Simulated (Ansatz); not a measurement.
# 4-layer 2H-WOS (2H stacking) in a perpendicular field, part 2 of 4

What dipole does a perpendicular field induce in the 4-layer 2H-WOS (2H stacking)? A positive field points along +c.

Ansatz 0.2.0; plane-wave DFT, PBEsol-D3(BJ), Ansatz PAW (the session's first sound run).

So far. Step 2 (Relaxing the slab): The lattice constant a goes from 3.053 to 2.955 Å.

## Step 3: Atoms held, field 0, start network

A sawtooth potential applies the field, turning back in the middle of the vacuum. With the dipole correction the typed value is the field outside the slab. The induced dipole is small, so the SCF threshold is tight.

The cell differs from the one that the last finished run ended in (c 72.839 → 37.111 Å).

input.yaml

```yaml
crystal:
  lattice:
    - [2.9551627573, 0.0, 0.0]
    - [-1.4775813787, 2.5592460202, 0.0]
    - [0.0, 0.0, 37.1113766605]
  atoms:
    - { symbol: S, position: [0.3333333333, 0.6666666667, 0.2425132348] }
    - { symbol: W, position: [0.0, 0.0, 0.2865279898] }
    - { symbol: O, position: [0.3333333333, 0.6666666667, 0.3180052108] }
    - { symbol: S, position: [0.0, 0.0, 0.3892914847] }
    - { symbol: W, position: [0.3333333333, 0.6666666667, 0.4331683754] }
    - { symbol: O, position: [0.0, 0.0, 0.4646554169] }
    - { symbol: S, position: [0.3333333333, 0.6666666667, 0.5356921294] }
    - { symbol: W, position: [0.0, 0.0, 0.5795682401] }
    - { symbol: O, position: [0.3333333333, 0.6666666667, 0.6110365904] }
    - { symbol: S, position: [0.0, 0.0, 0.6823394351] }
    - { symbol: W, position: [0.3333333333, 0.6666666667, 0.7262672939] }
    - { symbol: O, position: [0.0, 0.0, 0.7574867652] }
kpoints:
  mp_grid: { grid: [18, 18, 1] }
  band_path:
    path: [[0, 0, 0], [0.5, 0, 0], [0.33333333, 0.33333333, 0], [0, 0, 0]]
    npoints: 16
hamiltonian:
  xc: pbesol
  dispersion: d3bj
scf:
  occupations: { method: fermi_dirac, width: 0.02585 }
  convergence: { dr2_threshold: 1.0e-10 }
efield:
  axis: 3
  dipole_correction: true
  ramp_position: 0.97
  ramp_width: 0.06
  amplitude: 0
output:
  dos: { projected: true, e_range: [-6, 5] }
  bader: true
  write_potential: true
  write_density: true
  volumetric_format: npy
  elf: true
```

Launch:

```
> ansatz run input.yaml --threads 4 --pin off --max-ram 12288MiB --backend cpu --events-out ev --progress --plain --runs-dir out
```

Numbers of over 12 decimals in the logs are rounded to 6 here.

The log of the run:

```text
[...]
Crystal: 12 atoms, lattice volume = 280.673 Å³
Basis set: ecut = 420 eV, 5381 PW (Γ)
Bands: 64, of which v1, the nominal top of the filled ones, is band 52 counted from 1 (51 counted from 0)
Symmetry: 6 space group operations
[...]
k-points: 37 of 324 (time reversal used)
[...]
SCF iter   1: F=—  HF=-46818.999386 eV  |F-HF|=—  |Δ(HF+E_count)|=         —  Δρ=1.37e-2  dr2=1.49e0  ethr=1.77e-3  p=0.025 e·Å  D=1.62e-2 V/Å  ΔV_dip=-0.60 eV  dr2_dipole=7.82e-1  V_vac-E_F(+/−)=4.73/5.33 eV  ⟨swp⟩=9.1  Hψ=12466  notcnv=0  defer=12
efield: sawtooth ramp at fractional position 0.9700 (set: `efield.ramp_position`, or a place that a band, a saddle search or an elastic batch's reference lends), width 0.0600; the density the first Hamiltonian is built on has a dipole p = 0.025 e·Å; the dipole correction subtracts the counter field D = 1.62e-2 V/Å, which shifts the + side's vacuum level by -0.60 eV against the − side's; the planar-averaged density in the ramp window peaks in size at 2.2e-5 e/Å³
[...]
SCF iter   2: F=—  HF=-46819.562570 eV  |F-HF|=—  |Δ(HF+E_count)|=   5.63e-1  Δρ=2.98e-2  dr2=4.02e0  ethr=1.43e-3  p=-0.010 e·Å  D=-6.47e-3 V/Å  ΔV_dip=0.24 eV  dr2_dipole=4.36e-1  V_vac-E_F(+/−)=4.28/4.04 eV  ⟨swp⟩=3.1  Hψ=4574  notcnv=0  defer=193
[...]
SCF iter  20: F=-46818.700749 eV  HF=-46818.700749 eV  |F-HF|=1.16e-10  |Δ(HF+E_count)|=  3.64e-11  Δρ=1.05e-7  dr2=4.74e-11  ethr=1.00e-12  p=-0.140 e·Å  D=-9.03e-2 V/Å  ΔV_dip=3.35 eV  dr2_dipole=3.13e-14  V_vac-E_F(+/−)=6.46/3.11 eV  ⟨swp⟩=13.8  Hψ=10492  notcnv=0
SCF 1 converged in 20 iterations: F = -46818.700749 eV  dr2 = 4.74e-11
[...]
NSCF: frozen V_eff on 49 k-points
efield: sawtooth ramp at fractional position 0.9700 (kept from the solve that this one continues, or follows in the run), width 0.0600; the density the first Hamiltonian is built on has a dipole p = -0.140 e·Å; the dipole correction subtracts the counter field D = -9.03e-2 V/Å, which shifts the + side's vacuum level by +3.35 eV against the − side's; the planar-averaged density in the ramp window peaks in size at 1.2e-6 e/Å³
[...]
SCF converged after 20 iterations
Free energy (F): -46818.700749 eV
[...]
Internal energy: -46818.697904 eV  (E = F + TS)
E sigma→0 (E₀):  -46818.699327 eV
Entropy (-TS):   -0.002844 eV (-0.237 meV/atom)
Fermi energy:    6.259378 eV
Dipole field:    D = -0.090272 V/Å  (p = -0.140020 e·Å, saw-weighted, corrected)
Work function:   Φ+ = 6.4589 eV   Φ− = 3.1088 eV
Levels:          The Fermi level and band energies are counted from a zero that moves with the ramp; work functions are not
[...]
--- Band table (eV; the first three rows and the last of 37) ---
  k-point 0: bands = [... 48 lower, 4.4215, 5.1437, 5.7284, 6.4123, 6.8968, 6.8968, 7.4796, 7.4796, ... 8 higher]
  k-point 1: bands = [... 48 lower, 4.3703, 5.0597, 5.6393, 6.3224, 6.8618, 6.9080, 7.4544, 7.4708, ... 8 higher]
  k-point 2: bands = [... 48 lower, 4.1748, 4.8042, 5.3799, 6.0747, 6.7677, 6.9095, 7.2467, 7.4259, ... 8 higher]
  k-point 36: bands = [... 48 lower, 3.5334, 4.1268, 4.6985, 5.3622, 6.2315, 6.8198, 7.3916, 7.6005, ... 8 higher]
--- Bader charges: 12 sites ---
  site symbol  charge [e]  shift [e]
     0      S     -0.6177     0.0031
     1      W      1.6416     0.0033
     2      O     -1.0659     0.0002
     3      S     -0.5784     0.0033
     4      W      1.6443     0.0035
     5      O     -1.0666     0.0002
     6      S     -0.5779     0.0033
     7      W      1.6455     0.0035
     8      O     -1.0650     0.0002
     9      S     -0.5822     0.0033
    10      W      1.6637     0.0034
    11      O     -1.0413     0.0002
  estimated error of the sums over rays = 4.4e-4 e
```

Run time: 86 s. Hardware: 4 threads of Arm Neoverse V1, shared host; peak memory 1.1 GiB; 5.7 min of CPU time.

This step gave:

```
energy at zero smearing        : -46818.6993 eV
work function, upper face      : 6.459 eV
work function, lower face      : 3.109 eV
dipole along the normal        : -0.1400 e·Å
step between the vacuum levels : 3.350 eV
```

Running mean over a fixed 2.5 Å (it still follows the layers) of the planar mean; the ramp of the sawtooth is left out. Table of electron's electrostatic potential energy less the Fermi level by z:

z (Å), electron's electrostatic potential energy less the Fermi level (eV) and a bar from the least value:
```
        4        3.1 #########################
        5        3.1 #########################
        6        3.1 #########################
        7        2.4 ########################
        8       -2.7 #################
        9       -8.6 #########
       10      -15.4 
       11      -14.6 #
       12       -6.6 ############
       13       -1.8 ###################
       14       -5.0 ##############
       15      -12.9 ###
       16      -14.8 #
       17      -10.5 #######
       18       -1.9 ###################
       19       -2.5 ##################
       20       -8.5 #########
       21      -14.4 #
       22      -12.9 ###
       23       -4.2 ###############
       24       -0.7 ####################
       25       -4.5 ###############
       26      -12.5 ####
       27      -13.4 ###
       28       -7.9 ##########
       29        1.6 #######################
       30        6.2 ##############################
       31        6.5 ##############################
       32        6.5 ##############################
       33        6.5 ##############################
```

The density of states has structure finer than the step of the table below, so its rows give means over 0.25 eV, whole bins alone (the curve runs from -6 to 1.99 eV). Peaks (eV: height): -5.720: 12.3, -5.340: 14.2, -4.920: 36.7, -4.260: 13.4, -3.680: 12.9, 0.640: 13.9, 1.390: 12.7.

Table of density of states by energy, zero at the Fermi level; means over each step:

energy (eV), density of states (states/eV a cell) and a bar:
```
    -5.75        9.2 #########################
    -5.50        5.3 ##############
    -5.25        8.0 #####################
    -5.00       11.2 ##############################
    -4.75        6.9 ##################
    -4.50        5.6 ###############
    -4.25        9.6 ##########################
    -4.00        5.5 ##############
    -3.75        7.3 ###################
    -3.50        6.6 #################
    -3.25        6.3 #################
    -3.00       10.1 ###########################
    -2.75        5.9 ###############
    -2.50        6.7 ##################
    -2.25        5.0 #############
    -2.00        4.4 ###########
    -1.75        2.7 #######
    -1.50        2.0 #####
    -1.25        4.3 ###########
    -1.00        2.3 #####
    -0.75        0.7 #
    -0.50        0.4 
    -0.25        0.3 
     0.00        1.4 ###
     0.25        3.8 ##########
     0.50        2.7 #######
     0.75        5.9 ###############
     1.00        4.3 ###########
     1.25        8.2 ######################
     1.50        8.6 #######################
     1.75        7.7 ####################
```

Projected DOS per atom over height of the atomic layer and energy from the Fermi level. Layers: S W O S W O S W O S W O from below.

Ten even steps from '0' (0.00 states/eV) to '9' (2.60 states/eV), each cell a mean:
```
141291172020
281150260000
150271010000
271250000000
261000000000
130000000000
000000000000
000000000010
000000000162
000000010041
000000162000
000030031320
000172000521
151000431824
052100521201
000531723101
220512201100
531613101102
713101101215
412100202148
101101113235
101213149123
```
Columns: height of the atomic layer (Å) from 9 to 28.1 (not evenly spaced); rows upwards: energy from the Fermi level (eV) from -5.96 to 1.96.

Electronic bands along the path, in eV, zero at the Fermi level:

```csv
point,band 49,band 50,band 51,band 52,band 53,band 54,band 55,band 56
Γ,-1.84,-1.12,-0.53,0.15,0.64,0.64,1.22,1.22
halfway,-2.49,-2.45,-1.92,-1.19,0.21,0.68,0.82,1.28
M,-2.62,-2.14,-2.04,-1.31,0.81,1.51,1.52,2.01
halfway,-2.86,-2.27,-1.69,-1.00,0.50,1.10,1.44,1.67
K,-2.73,-2.13,-1.56,-0.90,-0.03,0.56,1.13,1.34
halfway,-2.52,-2.50,-1.94,-1.22,0.01,0.64,1.03,1.21
Γ,-1.84,-1.12,-0.53,0.15,0.64,0.64,1.22,1.22
```

Valence density in the ca plane at fractional y = 0.667, with atoms of S and O and W within 0.2 Å of it. It is the smooth field of the valence electrons, not physical close to the nuclei.

Values in e/Å³, 5 rows by 16 columns, each cell a mean:
```
0.0 0.0 0.0 0.0 0.0 0.2 0.3 1.0 0.3 0.1 0.2 0.6 0.4 0.4 0.4 0.1
0.0 0.0 0.0 0.0 0.0 0.4 0.5 0.7 0.5 0.1 0.2 0.5 0.7 0.7 0.3 0.1
0.0 0.0 0.0 0.0 0.1 0.9 0.9 0.4 3.1 0.9 0.1 0.3 2.9 3.0 0.2 0.2
0.0 0.0 0.0 0.0 0.2 0.8 0.9 0.4 4.4 1.4 0.1 0.3 3.4 3.5 0.2 0.2
0.0 0.0 0.0 0.0 0.1 0.6 0.7 0.5 0.9 0.3 0.1 0.4 1.2 1.2 0.2 0.1
```
Columns run along c (16.0 Å, from fractional 0.09 to 0.52 of the cell), rows up along a (3.0 Å). Atoms in or near the plane, at fractional coordinates: S at (0.24, 0.33), O at (0.32, 0.33), W at (0.43, 0.33).

ELF in the ca plane at fractional y = 0.667, with atoms of S and O and W within 0.2 Å of it. It is the smooth field of the valence electrons, not physical close to the nuclei.

Values, 5 rows by 16 columns, each cell a mean:
```
0.00 0.00 0.00 0.00 0.00 0.02 0.14 0.29 0.26 0.24 0.08 0.29 0.78 0.60 0.27 0.56
0.00 0.00 0.00 0.00 0.01 0.14 0.54 0.65 0.29 0.27 0.38 0.18 0.68 0.47 0.29 0.38
0.00 0.00 0.00 0.00 0.03 0.52 0.89 0.54 0.41 0.55 0.76 0.15 0.24 0.40 0.58 0.25
0.00 0.00 0.00 0.00 0.04 0.58 0.90 0.34 0.41 0.56 0.72 0.19 0.15 0.43 0.45 0.30
0.00 0.00 0.00 0.00 0.01 0.27 0.75 0.77 0.34 0.37 0.60 0.13 0.55 0.41 0.44 0.27
```
Columns run along c (16.0 Å, from fractional 0.05 to 0.48 of the cell), rows up along a (3.0 Å). Atoms in or near the plane, at fractional coordinates: S at (0.24, 0.33), O at (0.32, 0.33), W at (0.43, 0.33).

Electrostatic potential energy in the ca plane at fractional y = 0.667, with atoms of S and O and W within 0.2 Å of it. With pseudopotentials it is smooth inside the atoms' cores, unlike the true potential.

Ten even steps from '0' (-46 eV) to '9' (11 eV), each cell a mean:
```
99999999999999999999987545789999987788888899
99999999999999999999987545789999987778888899
99999999999999999987788766789999998887656789
99999999999999999863347888745899999885101479
99999999999999999732326888301699999973000168
99999999999999999733326888301699999973000168
99999999999999999852247888634899999885100379
99999999999999999987678767889999998887545789
```
Columns run along c (16.0 Å, from fractional 0.05 to 0.48 of the cell; values clipped at the 3rd and 97th percentile), rows up along a (3.0 Å). Atoms in or near the plane, at fractional coordinates: S at (0.24, 0.33), O at (0.32, 0.33), W at (0.43, 0.33).

The work function of the upper face is 6.46 eV.

## Step 4: Atoms held, field 0.03 V/Å

input.yaml: that of step 3 with these lines changed.

```diff
@@ -34,6 +34,4 @@
   ramp_width: 0.06
-  amplitude: 0
+  amplitude: 0.03
 output:
-  dos: { projected: true, e_range: [-6, 5] }
-  bader: true
   write_potential: true
@@ -41,2 +39 @@
   volumetric_format: npy
-  elf: true
```

The log of the run:

```text
[...]
Crystal: 12 atoms, lattice volume = 280.673 Å³
Basis set: ecut = 420 eV, 5381 PW (Γ)
Bands: 64, of which v1, the nominal top of the filled ones, is band 52 counted from 1 (51 counted from 0)
Symmetry: 6 space group operations
[...]
k-points: 37 of 324 (time reversal used)
[...]
k-point 0: bands = [... 48 lower, 4.4137, 5.1390, 5.7259, 6.4138, 6.8892, 6.8892, 7.4749, 7.4749, ... 8 higher]
  k-point 1: bands = [... 48 lower, 4.3624, 5.0550, 5.6367, 6.3240, 6.8540, 6.9003, 7.4490, 7.4624, ... 8 higher]
  k-point 2: bands = [... 48 lower, 4.1670, 4.7995, 5.3771, 6.0763, 6.7591, 6.9017, 7.2382, 7.4208, ... 8 higher]
  k-point 36: bands = [... 48 lower, 3.5256, 4.1220, 4.6955, 5.3627, 6.2238, 6.8151, 7.3886, 7.5911, ... 8 higher]
[key lines of the parts left out:]
SCF converged after 28 iterations
Free energy (F): -46818.696934 eV
Fermi energy:    6.251301 eV
Dipole field:    D = -0.073697 V/Å  (p = -0.114311 e·Å, saw-weighted, corrected)
```

Elapsed: 80 s, on 4 threads; peak memory 1.1 GiB.

The dipole is -0.114 e·Å, 0.0257 e·Å from its value without field.

## Step 5: Single point, field -0.03 V/Å

input.yaml: that of step 4 with these lines changed.

```diff
@@ -34,3 +34,3 @@
   ramp_width: 0.06
-  amplitude: 0.03
+  amplitude: -0.03
 output:
```

The log of the run:

```text
[...]
Crystal: 12 atoms, lattice volume = 280.673 Å³
Basis set: ecut = 420 eV, 5381 PW (Γ)
Bands: 64, of which v1, the nominal top of the filled ones, is band 52 counted from 1 (51 counted from 0)
Symmetry: 6 space group operations
[...]
k-points: 37 of 324 (time reversal used)
[...]
k-point 0: bands = [... 48 lower, 4.4288, 5.1482, 5.7311, 6.4113, 6.9036, 6.9036, 7.4842, 7.4842, ... 8 higher]
  k-point 1: bands = [... 48 lower, 4.3775, 5.0642, 5.6421, 6.3214, 6.8689, 6.9149, 7.4593, 7.4787, ... 8 higher]
  k-point 2: bands = [... 48 lower, 4.1820, 4.8087, 5.3829, 6.0736, 6.7755, 6.9166, 7.2546, 7.4307, ... 8 higher]
  k-point 36: bands = [... 48 lower, 3.5405, 4.1313, 4.7018, 5.3623, 6.2384, 6.8244, 7.3948, 7.6093, ... 8 higher]
[key lines of the parts left out:]
SCF converged after 29 iterations
Free energy (F): -46818.705336 eV
Fermi energy:    6.266694 eV
Dipole field:    D = -0.106876 V/Å  (p = -0.165774 e·Å, saw-weighted, corrected)
```

It took 81 s on 4 threads; peak memory 1.1 GiB.

The dipole is -0.166 e·Å, -0.0258 e·Å from its value without field.

## Step 6: Atoms held, field 0.15 V/Å

input.yaml: that of step 5 with these lines changed.

```diff
@@ -32,5 +32,5 @@
   dipole_correction: true
-  ramp_position: 0.97
-  ramp_width: 0.06
-  amplitude: -0.03
+  ramp_position: 0.9558
+  ramp_width: 0.0779
+  amplitude: 0.15
 output:
```

The log of the run:

```text
[...]
Crystal: 12 atoms, lattice volume = 280.673 Å³
Basis set: ecut = 420 eV, 5381 PW (Γ)
Bands: 64, of which v1, the nominal top of the filled ones, is band 52 counted from 1 (51 counted from 0)
Symmetry: 6 space group operations
[...]
k-points: 37 of 324 (time reversal used)
[...]
k-point 0: bands = [... 48 lower, 4.4125, 5.1509, 5.7468, 6.4496, 6.8891, 6.8891, 7.4864, 7.4864, ... 8 higher]
  k-point 1: bands = [... 48 lower, 4.3613, 5.0668, 5.6573, 6.3600, 6.8529, 6.9000, 7.4514, 7.4655, ... 8 higher]
  k-point 2: bands = [... 48 lower, 4.1659, 4.8111, 5.3971, 6.1125, 6.7550, 6.9008, 7.2339, 7.4311, ... 8 higher]
  k-point 36: bands = [... 48 lower, 3.5245, 4.1332, 4.7146, 5.3939, 6.2232, 6.8265, 7.4079, 7.5837, ... 8 higher]
[key lines of the parts left out:]
SCF converged after 30 iterations
Free energy (F): -46818.689383 eV
Fermi energy:    6.248771 eV
Dipole field:    D = -0.007365 V/Å  (p = -0.011425 e·Å, saw-weighted, corrected)
```

Elapsed: 77 s, on 4 threads; peak memory 1.1 GiB.

The dipole is -0.0114 e·Å, 0.129 e·Å from its value without field.

## Step 7: Single point, field 0.25 V/Å

input.yaml: that of step 6 with these lines changed.

```diff
@@ -34,3 +34,3 @@
   ramp_width: 0.0779
-  amplitude: 0.15
+  amplitude: 0.25
 output:
```

The log of the run:

```text
[...]
Crystal: 12 atoms, lattice volume = 280.673 Å³
Basis set: ecut = 420 eV, 5381 PW (Γ)
Bands: 64, of which v1, the nominal top of the filled ones, is band 52 counted from 1 (51 counted from 0)
Symmetry: 6 space group operations
[...]
k-points: 37 of 324 (time reversal used)
[...]
k-point 0: bands = [... 48 lower, 4.3996, 5.1453, 5.7447, 6.4559, 6.8780, 6.8780, 7.4807, 7.4807, ... 8 higher]
  k-point 1: bands = [... 48 lower, 4.3485, 5.0611, 5.6549, 6.3663, 6.8408, 6.8887, 7.4359, 7.4588, ... 8 higher]
  k-point 2: bands = [... 48 lower, 4.1535, 4.8055, 5.3941, 6.1187, 6.7399, 6.8890, 7.2185, 7.4248, ... 8 higher]
  k-point 36: bands = [... 48 lower, 3.5126, 4.1275, 4.7111, 5.3960, 6.2117, 6.8208, 7.4044, 7.5662, ... 8 higher]
[key lines of the parts left out:]
SCF converged after 31 iterations
Free energy (F): -46818.692555 eV
Fermi energy:    6.235140 eV
Dipole field:    D = 0.048316 V/Å  (p = 0.074942 e·Å, saw-weighted, corrected)
```

Run time: 78 s. Hardware: 4 threads; peak memory 1.1 GiB.

The dipole is 0.0749 e·Å, 0.215 e·Å from its value without field.

## Step 8: Atoms held, field -0.25 V/Å

input.yaml: that of step 7 with these lines changed.

```diff
@@ -34,4 +34,6 @@
   ramp_width: 0.0779
-  amplitude: 0.25
+  amplitude: -0.25
 output:
+  dos: { projected: true, e_range: [-6, 5] }
+  bader: true
   write_potential: true
@@ -39 +41,2 @@
   volumetric_format: npy
+  elf: true
```

The log of the run:

```text
[...]
Crystal: 12 atoms, lattice volume = 280.673 Å³
Basis set: ecut = 420 eV, 5381 PW (Γ)
Bands: 64, of which v1, the nominal top of the filled ones, is band 52 counted from 1 (51 counted from 0)
Symmetry: 6 space group operations
[...]
k-points: 37 of 324 (time reversal used)
[...]
0      S     -0.6080     0.0031
     1      W      1.6423     0.0033
     2      O     -1.0661     0.0002
     3      S     -0.5782     0.0033
     4      W      1.6443     0.0035
     5      O     -1.0666     0.0002
     6      S     -0.5778     0.0033
     7      W      1.6453     0.0035
     8      O     -1.0653     0.0002
     9      S     -0.5811     0.0033
    10      W      1.6604     0.0034
    11      O     -1.0492     0.0002
  estimated error of the sums over rays = 4.6e-4 e
[key lines of the parts left out:]
SCF converged after 29 iterations
Free energy (F): -46818.762659 eV
Fermi energy:    6.301621 eV
Dipole field:    D = -0.229176 V/Å  (p = -0.355474 e·Å, saw-weighted, corrected)
```

Elapsed: 1.8 min, on 4 threads; peak memory 1.1 GiB; 6.9 min of CPU time.

The dipole is -0.355 e·Å, -0.215 e·Å from its value without field.

(Part 2 of 4 ends here.)

[Logs are printed without paths, hosts, clocks, repeated set-up lines and the standing remarks that a program may print on its own settings, such as how far it seeks lower states.]

[Hosts, paths, dates, database ids (printed as entryN), source tags and the programs' standing remarks are cut or masked in the printed files.]

[Maps of the electrostatic potential energy from Ansatz leave out the sawtooth potential of an applied field or a dipole correction, so their vacuum need not be flat; planar profiles and work functions include it.]

[The density of states shown here was stored with 400 of the rows of the run's finer table, so its peaks can read low, often by over a quarter, or be missed, and its means over a window can be off by a tenth or more.]
